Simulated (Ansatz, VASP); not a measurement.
# Two plane-wave programs on FeO

```
CELL_PARAMETERS angstrom
2.65292 -1.62413 0.02475
2.65292 1.62413 0.02475
-1.31471 0.00000 5.05472
ATOMIC_POSITIONS crystal
Fe 0.50000 0.50000 0.50000
Fe 0.00000 0.00000 0.00000
O 0.75000 0.75000 0.25000
O 0.25000 0.25000 0.75000
```

Alike in both runs: functional PBE; k mesh 10 × 10 × 6; occupations gaussian, width 0.02 eV; collinear spin; Hubbard terms Fe d U = 5.3 eV.

Ansatz relaxed the structure, and its values are those at the end. VASP's run is a single point on that final structure, the one shown.

```csv
,VASP,Ansatz
version,VASP 6.6.1,Ansatz 0.2.0
potentials or method,"VASP PAW PBE potentials, release 64 (Fe, O)","scalar-relativistic, plane waves, PAW"
plane-wave cutoff (eV),520,420
valence electrons in the cell,28,44
```

VASP gave:

- gap on the k mesh at the Fermi level (eV): 2.14
- least direct gap on the mesh (eV): 2.39
- pressure (GPa): -4.1
- net moment per atom (μB): 0.00
- size of the moment on the site where the two differ most (μB): 3.76

Task: What did Ansatz give for the same quantities?

Result: gap on the k mesh at the Fermi level (eV): 2.09; least direct gap on the mesh (eV): 2.45; pressure (GPa): 0.0; net moment per atom (μB): 0.00; size of the moment on the site where the two differ most (μB): 3.40.

Site moments also hang on the region over which each program counts them. The programs project onto different local orbitals, so the same U acts differently. The two sets of potentials don't hold the same shells in valence.

A k mesh can miss the band edges. The state reached can hang on the start; a lower one may exist.
